Lead selenide, PbSe, is a semiconductor with the rock-salt structure. Its band gap, the energy between the highest filled and the lowest empty electron level, was computed with five methods for one and the same crystal. They differ chiefly in how they treat exchange, the part of the electron repulsion that follows from the Pauli principle.

GPAW 26.7.0, plane-wave PAW calculations (DFT, hybrid functionals and Hartree–Fock) of periodic PbSe (Fm-3m, two-atom cell) at one given geometry. All rows use a 3×3×3 k mesh that includes Γ and Fermi–Dirac smearing of 0.05 eV, without spin polarisation or spin–orbit coupling.

| functional | potentials | wave cutoff | gap on mesh (eV) | direct gap on mesh (eV) |
| --- | --- | --- | --- | --- |
| LDA | PAW-data-sets-made-by gpaw-setup-for-the-functional | 400 eV | 1.959 | 1.959 |
| BHandHLYP | GPAW-PAW-data-sets-(gpaw-data-1.2.1) | 450 eV | 4.320 | 4.320 |
| HF | GPAW-PAW-data-sets-(gpaw-data-1.2.1) | 450 eV | 6.849 | 6.849 |
| PBE0-1/3 | GPAW-PAW-data-sets-(gpaw-data-1.2.1) | 450 eV | 3.439 | 3.439 |
| YS-PBE0 | GPAW-PAW-data-sets-(gpaw-data-1.2.1) | 450 eV | 2.620 | 2.620 |

The "gap on mesh" is the smallest energy from a filled to an empty level among the sampled electron waves. The "direct gap on mesh" is the smallest one with both levels at the same wave vector.

**(a) How strongly does the gap depend on the method, and why do the two gap columns agree?**

*Solution.* The choice of method changes the gap by several electronvolts. LDA gives about 2 eV and Hartree–Fock (HF) nearly 7 eV, three and a half times as much, although no atom has moved. The two columns agree because in every row the highest filled and the lowest empty level lie at the same wave vector, and the lists of levels show that it is the same one in all five rows. The spread is therefore chiefly a matter of electronic theory, not of structure or of a band edge that jumps to another place.

**(b) Why does HF open the gap so widely?**

*Solution.* LDA replaces exchange by a local potential, which acts on filled and empty states by the same rule. Exact exchange makes a distinction: it lowers a state to the extent that the state resembles those already occupied. A filled state belongs to the occupied set and is lowered strongly, while an empty one gains much less, and less than it had from the local potential that is taken away. The empty edge therefore rises relative to the filled one, and the gap opens.

In a real solid the other electrons rearrange around an added charge and weaken this effect, which is called screening. HF leaves screening out, so its gaps are known to be far too large. This account is standard theory; the table shows its consequence, the rise of the gap, but doesn't separate the causes.

**(c) BHandHLYP replaces half of the local exchange by exact exchange. Estimate its gap from the LDA and HF rows alone.**

*Solution.* Let $a$ be the share of exact exchange. If the electron waves hardly change with $a$, each level shifts in proportion to $a$, and so does the gap $E$:

$$E(a) = E_{\mathrm{LDA}} + a\,(E_{\mathrm{HF}} - E_{\mathrm{LDA}})$$

With $a = 0.5$ this gives $1.96 + 0.5 \times (6.85 - 1.96) \approx 4.40$ eV. The full calculation gives 4.32 eV, so the estimate is 2 % too high. BHandHLYP played no part in drawing the line, which is fixed by its two ends.

**(d) What would change if the share of exact exchange were raised from one third to 0.4?**

*Solution.* For this gap of PbSe the line rises by about half an electronvolt for each tenth of exact exchange. Raising the share by 0.07 should thus widen this gap by about a third of an electronvolt.

The line is good but not exact. For PBE0-1/3, with a share of one third, it lies 0.15 eV too high, which is a tenth of the opening above LDA. Some misfit is natural, because the electron waves do adapt, because the hybrids are built on other local functionals than LDA, and because HF drops the correlation term that they keep. The rows don't tell which of these matters more.

**(e) YS-PBE0 contains a quarter of exact exchange. Why does its gap lie well below the line?**

*Solution.* Its exact exchange is screened: it acts at short range and fades at long range, roughly as the response of the other electrons would make it do. Less exact exchange is then at work than the nominal quarter suggests. The line for an unscreened quarter gives 3.18 eV, whereas the calculation gives 2.62 eV, as if the unscreened share were only about 0.14.

The direction is what theory leads us to expect, but the size deserves caution. In this row the Pb 5d levels lie 1.5 eV deeper below the valence edge than the same kind of line gives, against 0.2 to 0.3 eV for the unscreened hybrids. Its total energy is also more than two thousand electronvolts below all the others. The energy parts of the run point to the atomic cores. There exact exchange enters with a full quarter of its HF value, but the local part that it should replace is cut by far less than a quarter. Such a mismatch would be expected to shift levels that reach close to the nuclei, as the 5d levels do, and it may touch the gap too. The row is therefore weak evidence for how much screening reduces the gap.

**(f) Does the method with the gap closest to a higher-level calculation win?**

*Solution.* The LDA run was followed by a $G_0W_0$ calculation, which computes the screening explicitly. It raises the LDA gap by 0.60 eV, to $1.96 + 0.60 = 2.56$ eV. YS-PBE0 comes within 0.1 eV of this, while PBE0-1/3 lies 0.9 eV above it and HF more than 4 eV.

The near agreement doesn't establish YS-PBE0 as accurate. Its row is irregular, and the $G_0W_0$ value itself rests on a coarse mesh and a limited basis for the screening. The safer lesson is that large shares of unscreened exchange overshoot in a material that screens as well as PbSe.

**(g) PbSe is used to detect infrared light, yet a gap of 2 eV corresponds to visible red. Is LDA to blame?**

*Solution.* Hardly, since LDA tends to make gaps too small, not too large. The main suspect is the mesh. The true band edges of PbSe lie at a wave vector called L, on the boundary of the allowed range, and the measured gap there is well under half an electronvolt. This mesh skips L; its nearest point on the way from the centre, Γ, lies two thirds of the distance out. Between Γ and that point the LDA gap already falls by 4.5 eV, and it should go on falling towards L.

A mesh that contains L, such as 4×4×4 with Γ included, would be the first setting to change. Spin–orbit coupling, strong in lead and absent here, is expected to draw the two band edges at L closer together. In LDA they may even cross, and a small gap then opens again with the edges in the wrong order. The table can't tell how large either change is, so none of its gaps should be used as the absorption edge of the material.

**(h) Which digits can be trusted?**

*Solution.* With YS-PBE0 set aside, the order of the methods is sound, since neighbouring gaps differ by about 0.9 eV or more. No decimal has a convergence test behind it. Even the first may be off, so the rows allow only a rough comparison at this one wave vector; the second and third shouldn't be relied on, since LDA used its own potentials and a lower cutoff, and long-range exact exchange converges slowly with the mesh. That last error may grow with the share of exact exchange, in which case part of it hides in the slope of the line.

The printed analysis below compares the line from LDA to HF with the three rows between them, both for this gap and for the gap at Γ.

Output of the analysis:

```
Gap and straight line from LDA to HF in eV:
        row  exchange share    gap   line  line less gap  gap less G0W0
        LDA               0  1.959  1.959              0        -0.5979
  BHandHLYP             0.5   4.32  4.404          0.084          1.763
         HF               1  6.849  6.849              0          4.292
   PBE0-1/3          0.3333  3.439  3.589           0.15         0.8821
    YS-PBE0            0.25   2.62  3.182         0.5615        0.06314
Gap at Gamma and depth of Pb 5d below the valence band top in eV:
        row  gap at Gamma  its line  line less gap  5d depth  its line  line less depth
        LDA         6.466     6.466              0     16.02     16.02                0
  BHandHLYP         10.31     10.39        0.07765     19.96      19.7          -0.2587
         HF          14.3      14.3              0     23.39     23.39                0
   PBE0-1/3          9.12     9.079       -0.04086     18.68     18.47          -0.2076
    YS-PBE0         7.642     8.426         0.7836     19.38     17.86           -1.527
HF gap over LDA gap, ratio: 3.496
HF gap less LDA gap, eV: 4.89
mean rise per tenth of exact exchange from LDA to HF, eV: 0.489
rise per tenth from LDA to PBE0-1/3, eV: 0.444
rise per tenth from PBE0-1/3 to BHandHLYP, eV: 0.5286
rise per tenth from BHandHLYP to HF, eV: 0.5058
unscreened share that would give the YS-PBE0 gap on the line: 0.1352
same share from the gap at Gamma: 0.15
G0W0 gap less LDA gap, eV: 0.5979
further change of the G0W0 gap by the vertex, eV: 0.0476
fall of the LDA gap from Gamma to the band edge point, eV: 4.507
fall of the HF gap from Gamma to the band edge point, eV: 7.455
smallest step between neighbouring rows in order of gap, eV: 0.661
```
